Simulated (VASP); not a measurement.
# SnTe (Fm-3m) in VASP: band structure with PBE

Aim: the band structure of SnTe with PBE.

Program: VASP 6.6.1. These are calculated values, not measurements. Logs are shortened: lines on timing, memory, paths and dates and some standing lists are left out, and cuts for length are marked.

**Measured values to compare with.**

A printed reference work, textbook reports, for a bulk crystal of SnTe at 300 K: band gap 0.18 eV (direct).

How close the calculation comes is told below.

## (1) The structure

It takes space group Fm-3m (No. 225, cubic). The conventional cell has a = 6.411 Å, b = 6.411 Å, c = 6.411 Å, α = 90.00°, β = 90.00°, γ = 90.00°. Sn (site symmetry m-3m) has 6 Te at 3.21 Å as nearest neighbours. Around Te (site symmetry m-3m) lie 6 Sn at 3.21 Å.

## (2) Band structure, PBE

INCAR reads:

```
SYSTEM = SnTe
ALGO = Normal
EDIFF = 1E-6
ENCUT = 520
GGA = PE
ISIF = 2
ISMEAR = 0
LASPH = .TRUE.
LCHARG = .FALSE.
LREAL = .FALSE.
LWAVE = .FALSE.
NBANDS = 17
NELM = 80
PREC = Accurate
SIGMA = 0.1
```

KPOINTS reads:

```
k-points
0
G
  10 10 10
  0 0 0
```

POSCAR reads:

```
SnTe
1.0
    0.0000000000      3.2054460000      3.2054460000
    3.2054460000      0.0000000000      3.2054460000
    3.2054460000      3.2054460000      0.0000000000
Sn Te
1 1
Direct
    0.0000000000      0.0000000000      0.0000000000
    0.5000000000      0.5000000000      0.5000000000
```

KPOINTS_OPT reads:

```
path GXWKGLUWLK,UX
20
line-mode
reciprocal
 0.0000000000  0.0000000000  0.0000000000  G
 0.5000000000  0.0000000000  0.5000000000  X

 0.5000000000  0.0000000000  0.5000000000  X
 0.5000000000  0.2500000000  0.7500000000  W

 0.5000000000  0.2500000000  0.7500000000  W
 0.3750000000  0.3750000000  0.7500000000  K

 0.3750000000  0.3750000000  0.7500000000  K
 0.0000000000  0.0000000000  0.0000000000  G

 0.0000000000  0.0000000000  0.0000000000  G
 0.5000000000  0.5000000000  0.5000000000  L

 0.5000000000  0.5000000000  0.5000000000  L
 0.6250000000  0.2500000000  0.6250000000  U

 0.6250000000  0.2500000000  0.6250000000  U
 0.5000000000  0.2500000000  0.7500000000  W

 0.5000000000  0.2500000000  0.7500000000  W
 0.5000000000  0.5000000000  0.5000000000  L

 0.5000000000  0.5000000000  0.5000000000  L
 0.3750000000  0.3750000000  0.7500000000  K

 0.6250000000  0.2500000000  0.6250000000  U
 0.5000000000  0.0000000000  0.5000000000  X
```

Potentials or basis: VASP PAW PBE potentials, release 64 (Sn_d, Te).

The run is started by

```bash
$ cat potpaw_PBE.64/Sn_d/POTCAR potpaw_PBE.64/Te/POTCAR > POTCAR
$ mpirun -np 1 vasp_std > vasp.out
```

OUTCAR:

```text
SYSTEM = SnTe
   EDIFF = 1E-6
   ENCUT = 520
   GGA = PE
   ISIF = 2
   ISMEAR = 0
   LASPH = .TRUE.
   LREAL = .FALSE.
   NELM = 80
   PREC = Accurate

 ion  position               nearest neighbor table
   1  0.000  0.000  0.000-   2 3.21   2 3.21   2 3.21   2 3.21   2 3.21   2 3.21
   2  0.500  0.500  0.500-   1 3.21   1 3.21   1 3.21   1 3.21   1 3.21   1 3.21

  LATTYP: Found a face centered cubic cell.
 ALAT       =     6.4108920000

  Lattice vectors:

 A1 = (   0.0000000000,   3.2054460000,   3.2054460000)
 A2 = (   3.2054460000,   0.0000000000,   3.2054460000)
 A3 = (   3.2054460000,   3.2054460000,   0.0000000000)

Analysis of symmetry for initial positions (statically):
=====================================================================
 Subroutine PRICEL returns:
 Original cell was already a primitive cell.

 Routine SETGRP: Setting up the symmetry group for a
 face centered cubic supercell.

 Subroutine GETGRP returns: Found 48 space group operations
 (whereof 48 operations were pure point group operations)
 out of a pool of 48 trial point group operations.

The static configuration has the point symmetry O_h .

Analysis of symmetry for dynamics (positions and initial velocities):
=====================================================================
 Subroutine PRICEL returns:
 Original cell was already a primitive cell.

 Routine SETGRP: Setting up the symmetry group for a
 face centered cubic supercell.

 Subroutine GETGRP returns: Found 48 space group operations
 (whereof 48 operations were pure point group operations)
 out of a pool of 48 trial point group operations.

The dynamic configuration has the point symmetry O_h .

 Subroutine INISYM returns: Found 48 space group operations
 (whereof 48 operations are pure point group operations),
 and found     1 'primitive' translations

----------------------------------------------------------------------------------------

                                     Primitive cell

  volume of cell :      65.8712

  direct lattice vectors                    reciprocal lattice vectors
     0.000000000  3.205446000  3.205446000    -0.155984534  0.155984534  0.155984534
     3.205446000  0.000000000  3.205446000     0.155984534 -0.155984534  0.155984534
     3.205446000  3.205446000  0.000000000     0.155984534  0.155984534 -0.155984534

  length of vectors
     4.533185207  4.533185207  4.533185207     0.270173138  0.270173138  0.270173138

  position of ions in fractional coordinates (direct lattice)
     0.000000000  0.000000000  0.000000000
     0.500000000  0.500000000  0.500000000

  ion indices of the primitive-cell ions
   primitive index   ion index
                 1           1
                 2           2

----------------------------------------------------------------------------------------

 KPOINTS: k-points

Automatic generation of k-mesh.
 Grid dimensions read from file:
 generate k-points for:   10   10   10

 Generating k-lattice:

  Cartesian coordinates                     Fractional coordinates (reciprocal lattice)
    -0.015598453  0.015598453  0.015598453     0.100000000  0.000000000  0.000000000
     0.015598453 -0.015598453  0.015598453     0.000000000  0.100000000  0.000000000
     0.015598453  0.015598453 -0.015598453     0.000000000  0.000000000  0.100000000

  Length of vectors
     0.027017314  0.027017314  0.027017314

  Shift w.r.t. Gamma in fractional coordinates (k-lattice)
     0.000000000  0.000000000  0.000000000

 Subroutine IBZKPT returns following result:
 ===========================================

 Found     47 irreducible k-points:

 Following reciprocal coordinates:
            Coordinates               Weight
  0.000000  0.000000  0.000000      1.000000
  0.100000  0.000000  0.000000      8.000000
  0.200000  0.000000  0.000000      8.000000
  0.300000  0.000000  0.000000      8.000000
  0.400000  0.000000  0.000000      8.000000
  0.500000  0.000000  0.000000      4.000000
[... 16 lines left out ...]
  0.300000  0.300000  0.000000      6.000000
  0.400000  0.300000  0.000000     24.000000
 [... further k-points ...]
   k-points           NKPTS =     47   k-points in BZ     NKDIM =     47   number of bands    NBANDS=     17
   number of dos      NEDOS =    301   number of ions     NIONS =      2
   total plane-waves  NPLWV =  46656
   dimension x,y,z NGX =    36 NGY =   36 NGZ =   36
   dimension x,y,z NGXF=    72 NGYF=   72 NGZF=   72
   ions per type =               1   1
   NGX,Y,Z   is equivalent  to a cutoff of  13.20, 13.20, 13.20 a.u.
   NGXF,Y,Z  is equivalent  to a cutoff of  26.40, 26.40, 26.40 a.u.
 SYSTEM =  SnTe
   PREC   = accura    normal or accurate (medium, high low for compatibility)
   ISTART =      0    job   : 0-new  1-cont  2-samecut
   ICHARG =      2    charge: 1-file 2-atom 10-const
   ISPIN  =      1    spin polarized calculation?
   LNONCOLLINEAR =      F non collinear calculations
   LSORBIT =      F    spin-orbit coupling
   LASPH  =      T    aspherical Exc in radial PAW
   ENCUT  =  520.0 eV  38.22 Ry    6.18 a.u.   8.43  8.43  8.43*2*pi/ulx,y,z
   NELM   =     80;   NELMIN=  2; NELMDL= -5     # of ELM steps
   EDIFF  = 0.1E-05   stopping-criterion for ELM
   LREAL  =      F    real-space projection
   EDIFFG = 0.1E-04   stopping-criterion for IOM
   NSW    =      0    number of steps for IOM
   IBRION =     -1    ionic relax: 0-MD 1-quasi-New 2-CG
   NFREE  =      0    steps in history (QN), initial steepest desc. (CG)
   ISIF   =      2    stress and relaxation
   ISYM   =      2    0-nonsym 1-usesym 2-fastsym
   POTIM  = 0.5000    time-step for ionic-motion
   TEBEG  =    0.0;   TEEND  =   0.0 temperature during run
   PSTRESS=    0.0 pullay stress
   NELECT =      20.0000    total number of electrons
   NUPDOWN=      -1.0000    fix difference up-down
   EMIN   =  10.00;   EMAX   =-10.00  energy-range for DOS
   EFERMI =   0.00;   METHOD = LEGACY
   ISMEAR =     0;   SIGMA  =   0.10  broadening in eV -4-tet -1-fermi 0-gaus
   EFERMI_NEDOS =   21; number of points for ismear=-14 and -15
   IALGO  =     38    algorithm
   IMIX   =      4    mixing-type and parameters
     AMIX     =   0.40;   BMIX     =  1.00
     AMIX_MAG =   1.60;   BMIX_MAG =  1.00
  volume/ion in A,a.u.               =      32.94       222.26
  Fermi-wavevector in a.u.,A,eV,Ry     =   1.100322  2.079307 16.472682  1.210708
  Thomas-Fermi vector in A             =   2.236731
   LORBIT       =      0    0 simple, 1 ext, 2 COOP (PROOUT), +10 PAW based schemes
   GGA     = PE    functional components
   LHFCALC =     F    Hartree Fock is set to
   AEXX    =    0.0000 exact exchange contribution
   IVDW    =     0    specifies the selected vdW correction
   LEPSILON=     F    determine dielectric tensor
   LRPA    =     F    only Hartree local field effects (RPA)
 non-spin polarized calculation
 Gauss-broadening in eV      SIGMA  =   0.10
  energy-cutoff  :      520.00
  volume of cell :       65.87
 maximum number of plane-waves:      1807
 NGX is ok and might be reduce to    36
   NGX = 17   NGY = 17   NGZ = 17

 number of electron      20.0000005 magnetization

 Free energy of the ion-electron system (eV)
  ---------------------------------------------------
  ext. energy  EPLUGINS =         0.00000000
  ---------------------------------------------------
  free energy    TOTEN  =        -7.56521834 eV

  energy without entropy =       -7.56479750  energy(sigma->0) =       -7.56500792

 E-fermi :   6.3457     XC(G=0):  -9.2641

 val. band max:        6.3192753228   @ k =   0.5000   0.0000   0.0000
 cond. band min:       6.3721908306   @ k =   0.5000   0.0000   0.0000
 fundamental gap:      0.0529155078
 Fermi energy:         6.3457330798

 k-point     1 :       0.0000    0.0000    0.0000
  band No.  band energies     occupation
      1     -15.5599      2.00000
      2     -15.5599      2.00000
      3     -15.5569      2.00000
      4     -15.5569      2.00000
      5     -15.5569      2.00000
      6      -6.1049      2.00000
[... 9 lines left out ...]
     16      11.1706      0.00000
     17      13.1494      0.00000

 k-point     2 :       0.1000    0.0000    0.0000
  band No.  band energies     occupation
      1     -15.5601      2.00000
      2     -15.5601      2.00000
      3     -15.5567      2.00000
      4     -15.5564      2.00000
      5     -15.5564      2.00000
      6      -6.0269      2.00000
[... 9 lines left out ...]
     16      11.3697      0.00000
     17      13.7568      0.00000

 k-point     3 :       0.2000    0.0000    0.0000
  band No.  band energies     occupation
      1     -15.5611      2.00000
      2     -15.5611      2.00000
      3     -15.5564      2.00000
      4     -15.5550      2.00000
      5     -15.5550      2.00000
      6      -5.8022      2.00000
[... 9 lines left out ...]
     16      11.9285      0.00000
     17      15.1247      0.00000

 k-point     4 :       0.3000    0.0000    0.0000
  band No.  band energies     occupation
      1     -15.5624      2.00000
      2     -15.5624      2.00000
      3     -15.5559      2.00000
      4     -15.5532      2.00000
      5     -15.5532      2.00000
      6      -5.4675      2.00000
[... 9 lines left out ...]
     16      12.8104      0.00000
     17      16.8029      0.00000
[... 343 lines left out ...]
      1     -15.5627      2.00000
      2     -15.5623      2.00000
      3     -15.5555      2.00000
      4     -15.5538      2.00000
      5     -15.5525      2.00000
      6      -5.3608      2.00000
[... 9 lines left out ...]
     16      14.3012      0.00000
     17      14.7445      0.00000

 k-point    23 :       0.3000    0.3000    0.0000
  band No.  band energies     occupation
      1     -15.5679      2.00000
      2     -15.5588      2.00000
      3     -15.5574      2.00000
      4     -15.5513      2.00000
      5     -15.5513      2.00000
      6      -5.2813      2.00000
[... 9 lines left out ...]
     16      14.8276      0.00000
     17      14.8303      0.00000

 k-point    24 :       0.4000    0.3000    0.0000
  band No.  band energies     occupation
      1     -15.5693      2.00000
      2     -15.5587      2.00000
      3     -15.5575      2.00000
      4     -15.5504      2.00000
      5     -15.5500      2.00000
      6      -5.0323      2.00000
[... 9 lines left out ...]
     16      15.4037      0.00000
     17      15.8787      0.00000

 [... further k-points ...]

------------------------ aborting loop because EDIFF is reached ----------------------------------------

  FORCE on cell =-STRESS in cart. coord.  units (eV):
  Direction    XX          YY          ZZ          XY          YZ          ZX
  --------------------------------------------------------------------------------------
  -------------------------------------------------------------------------------------
  Total       -0.0352996     -0.0352996     -0.0352996      0.0000000      0.0000000      0.0000000
  in kB       -0.8585887     -0.8585887     -0.8585887      0.0000000      0.0000000      0.0000000
  external PRESSURE =      -0.8585887 kB  Pullay stress =       0.0000000 kB

 VOLUME and BASIS-vectors are now :
 -----------------------------------------------------------------------------
  energy-cutoff  :      520.00
  volume of cell :       65.87
      direct lattice vectors                 reciprocal lattice vectors
     0.000000000  3.205446000  3.205446000    -0.155984534  0.155984534  0.155984534
     3.205446000  0.000000000  3.205446000     0.155984534 -0.155984534  0.155984534
     3.205446000  3.205446000  0.000000000     0.155984534  0.155984534 -0.155984534

 POSITION                                       TOTAL-FORCE (eV/Angst)
 -----------------------------------------------------------------------------------
      0.00000      0.00000      0.00000         0.000000     -0.000000      0.000000
      3.20545      3.20545      3.20545        -0.000000      0.000000     -0.000000
 -----------------------------------------------------------------------------------
    total drift:                               -0.000000      0.000000      0.000000

  FREE ENERGIE OF THE ION-ELECTRON SYSTEM (eV)
  ---------------------------------------------------
  free  energy   TOTEN  =        -7.5652183422 eV

  energy  without entropy=       -7.5647975048  energy(sigma->0) =       -7.56500792
```

Wall time 1.7 min (1 thread of AMD EPYC 9R45 (Zen 5), shared host); peak memory 0.22 GiB.

What came out:

```
Free energy             : -7.5652 eV
Pressure                : -0.1 GPa
Band gap on the k mesh  : 0.05 eV, direct
Band gap along the path : 0.05 eV, direct
```

Levels at the corners of the path, in eV from the valence-band top:
| point | band 7 | band 8 | band 9 | band 10 | band 11 | band 12 | band 13 | band 14 |
| --- | --- | --- | --- | --- | --- | --- | --- | --- |
| Γ | -4.87 | -2.00 | -2.00 | -2.00 | 3.25 | 3.25 | 3.25 | 4.85 |
| X | -6.42 | -5.21 | -3.49 | -3.49 | 2.38 | 4.69 | 4.69 | 6.02 |
| X | -6.42 | -5.21 | -3.49 | -3.49 | 2.38 | 4.69 | 4.69 | 6.02 |
| W | -7.20 | -4.50 | -4.50 | -0.81 | 0.86 | 4.59 | 4.59 | 5.88 |
| W | -7.20 | -4.50 | -4.50 | -0.81 | 0.86 | 4.59 | 4.59 | 5.88 |
| K | -7.24 | -4.83 | -3.02 | -2.58 | 2.92 | 3.00 | 4.23 | 5.30 |
| K | -7.24 | -4.83 | -3.02 | -2.58 | 2.92 | 3.00 | 4.23 | 5.30 |
| Γ | -4.87 | -2.00 | -2.00 | -2.00 | 3.25 | 3.25 | 3.25 | 4.85 |
| Γ | -4.87 | -2.00 | -2.00 | -2.00 | 3.25 | 3.25 | 3.25 | 4.85 |
| L | -8.06 | -1.67 | -1.67 | 0.00 | 0.05 | 0.45 | 0.45 | 7.67 |
| L | -8.06 | -1.67 | -1.67 | 0.00 | 0.05 | 0.45 | 0.45 | 7.67 |
| U | -7.24 | -4.83 | -3.02 | -2.58 | 2.92 | 3.00 | 4.23 | 5.30 |
| U | -7.24 | -4.83 | -3.02 | -2.58 | 2.92 | 3.00 | 4.23 | 5.30 |
| W | -7.20 | -4.50 | -4.50 | -0.81 | 0.86 | 4.59 | 4.59 | 5.88 |
| W | -7.20 | -4.50 | -4.50 | -0.81 | 0.86 | 4.59 | 4.59 | 5.88 |
| L | -8.06 | -1.67 | -1.67 | 0.00 | 0.05 | 0.45 | 0.45 | 7.67 |
| L | -8.06 | -1.67 | -1.67 | 0.00 | 0.05 | 0.45 | 0.45 | 7.67 |
| K | -7.24 | -4.83 | -3.02 | -2.58 | 2.92 | 3.00 | 4.23 | 5.30 |
| U | -7.24 | -4.83 | -3.02 | -2.58 | 2.92 | 3.00 | 4.23 | 5.30 |
| X | -6.42 | -5.21 | -3.49 | -3.49 | 2.38 | 4.69 | 4.69 | 6.02 |

Caveat: spin-orbit coupling is left out, which moves the levels of the heavy elements.

## (3) Against experiment

Step 2. Measured gap of SnTe: 0.18 eV (direct; 300 K; a printed reference work, textbook). This calculation gives 0.05 eV (-0.13 eV). Spin-orbit coupling on Sn, Te is left out. The value is that of PBE, without temperature or zero-point motion. Semilocal functionals fall short of measured gaps as a rule.
